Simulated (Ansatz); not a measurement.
A run of Ansatz 0.2.0 is set up as follows.

Contents of input.yaml:

```yaml
crystal:
  lattice:
    - [0.0, 2.256, 2.256]
    - [2.256, 0.0, 2.256]
    - [2.256, 2.256, 0.0]
  atoms:
    - { symbol: Hf, position: [0.0, 0.0, 0.0] }
    - { symbol: "N", position: [0.5, 0.5, 0.5] }
kpoints:
  mp_grid: { grid: [10, 10, 10] }
scf:
  occupations: { method: fermi_dirac, width: 0.05 }
hamiltonian:
  xc: lda
  pseudopotentials: { kind: all_electron, lapw: { basis_error: 0.001 } }
  hubbard:
    sites: [{ species: Hf, l: d, u_eff: 2 }]
    double_counting: fll
    projectors: ortho-atomic
output:
  forces: true
  stress: true
  hubbard: {}
relax:
  f_tol: 0.01
  max_steps: 60
  cell: {}
```

Potentials or basis: all-electron LAPW, scalar-relativistic.

Run with:

```console
$ ansatz run input.yaml --threads 1 --pin off --max-ram 3072MiB --backend cpu --events-out ev --progress --plain --runs-dir out
```

Problem. What does it give for the relaxed cell?

Solution. a = 3.170 Å, b = 3.170 Å, c = 3.170 Å, α = 60.00°, β = 60.00°, γ = 60.00°.

Problem. Estimate the relaxed volume.

Solution. 11.26 Å³/atom.

Problem. Estimate the band gap on the k mesh.

Solution. None (metal or under the smearing width).

Problem. What does it give for the space group after relaxing (to 0.05 Å)?

Solution. Fm-3m (No. 225).

Step by step:
```tsv
step	energy change (eV)	largest force (eV/Å)	volume (Å³)
1	0.0000	0.0000	22.96
2	-0.0056	0.0000	22.30
3	-0.0076	0.0000	22.53
4	-0.0076	0.0000	22.52
5	-0.0076	0.0000	22.52
```

Caveat: U without spin polarisation on a metal has little footing. LDA usually gives volumes a few per cent too small.
